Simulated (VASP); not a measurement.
Crystal: Zn.

```
CELL_PARAMETERS angstrom
-1.55795 1.55795 1.55795
1.55795 -1.55795 1.55795
1.55795 1.55795 -1.55795
ATOMIC_POSITIONS crystal
Zn 0.00000 0.00000 0.00000
```

The cell was built by a generator and needn't be a form met in nature.

Base run:

- Program: VASP 6.6.1
- Functional: PBE
- Potentials or basis: VASP PAW PBE potentials, release 64 (Zn)
- Cutoff: 520 eV
- k mesh: 8 × 8 × 8
- Occupations: gaussian, width 0.05 eV
- Spin: no spin polarisation

Its results: band gap on the k mesh none (metal or under the smearing width); pressure 0.6 GPa.

Q: The run is repeated on the same cell with these changes: functional from PBE to r2SCAN; k mesh from 8 × 8 × 8 to 18 × 18 × 18. What comes out?

A: Band gap on the k mesh none (metal or under the smearing width); pressure -3.0 GPa.

Several settings changed at once, so the effect can't be laid on one alone.

Caveats: the PAW data sets were made with another functional, which shifts forces and pressure a little (some runs).
